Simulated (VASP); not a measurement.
# VASP 6.6.1 run: Si

INCAR

```
ENCUT = 450
EDIFF = 1E-7
PREC = Accurate
METAGGA = R2SCAN
ALGO = Normal
NBANDS = 11
LASPH = .TRUE.
LREAL = .FALSE.
ISIF = 2
ISMEAR = 0
LCHARG = .FALSE.
NSW = 0
IBRION = -1
LWAVE = .FALSE.
NELM = 58
SIGMA = 0.01
```

KPOINTS

```
KPOINTS created by Atomic Simulation Environment
0
Gamma
3 3 3
0 0 0
```

POSCAR

```
Si
 1.0000000000000000
     0.0000000000000000    2.6404553287999999    2.6404553287999999
     2.6404553287999999    0.0000000000000000    2.6404553287999999
     2.6404553287999999    2.6404553287999999    0.0000000000000000
 Si
   2
Cartesian
  0.0000000000000000  0.0000000000000000  0.0000000000000000
  1.3202276643999999  1.3202276643999999  1.3202276643999999
```

The recommended PBE PAW datasets give the neutral cell 8 valence electrons.

Command

```
mpirun -np 1 vasp_std
```

**Question.** How does this run end, and what does it give?

**Answer.** It converged. Results: gap between bands v and c on the k mesh 0.76 eV; least direct gap on the k mesh 2.77 eV; pressure 13.1 GPa. Band v is the last that the valence electrons fill when counted band by band, and c is the next.

OSZICAR

```
N       E                     dE             d eps       ncg     rms          rms(c)
DAV:   1    -0.108034405025E+01   -0.10803E+01   -0.32833E+03    88   0.544E+02
DAV:   2    -0.173622491762E+02   -0.16282E+02   -0.14801E+02   116   0.821E+01
DAV:   3    -0.179836595145E+02   -0.62141E+00   -0.61622E+00   109   0.126E+01
DAV:   4    -0.179874484226E+02   -0.37889E-02   -0.37887E-02    97   0.129E+00
DAV:   5    -0.179874809398E+02   -0.32517E-04   -0.32517E-04   114   0.119E-01    0.689E+00
DAV:   6    -0.168238119911E+02    0.11637E+01   -0.17161E-01    97   0.238E+00    0.485E+00
DAV:   7    -0.167967475376E+02    0.27064E-01   -0.22303E-01    94   0.231E+00    0.437E-01
DAV:   8    -0.167958994698E+02    0.84807E-03   -0.63248E-03   100   0.468E-01    0.447E-01
DAV:   9    -0.167961890850E+02   -0.28962E-03   -0.31614E-04   100   0.145E-01    0.115E-02
DAV:  10    -0.167961940117E+02   -0.49267E-05   -0.25162E-06   106   0.110E-02    0.141E-02
DAV:  11    -0.167962036732E+02   -0.96615E-05   -0.83089E-07   103   0.611E-03    0.654E-04
DAV:  12    -0.167962021540E+02    0.15192E-05   -0.45827E-08    70   0.122E-03    0.908E-04
DAV:  13    -0.167962021399E+02    0.14102E-07   -0.45751E-09    62   0.424E-04
   1 F= -.16796202E+02 E0= -.16796202E+02  d E =-.460809E-12
```

Standard output (part)

```
POSCAR found type information on POSCAR Si
 POSCAR found :  1 types and       2 ions
 LDA part: xc-table for (None), standard interpolation
 POSCAR, INCAR and KPOINTS ok, starting setup
 WAVECAR not read
 entering main loop
```

These settings aren't sound, so the numbers aren't properties of the crystal.

On sound settings r²SCAN gives a gap of 0.67 eV on its mesh and a pressure of 10.5 GPa for the intended cell.
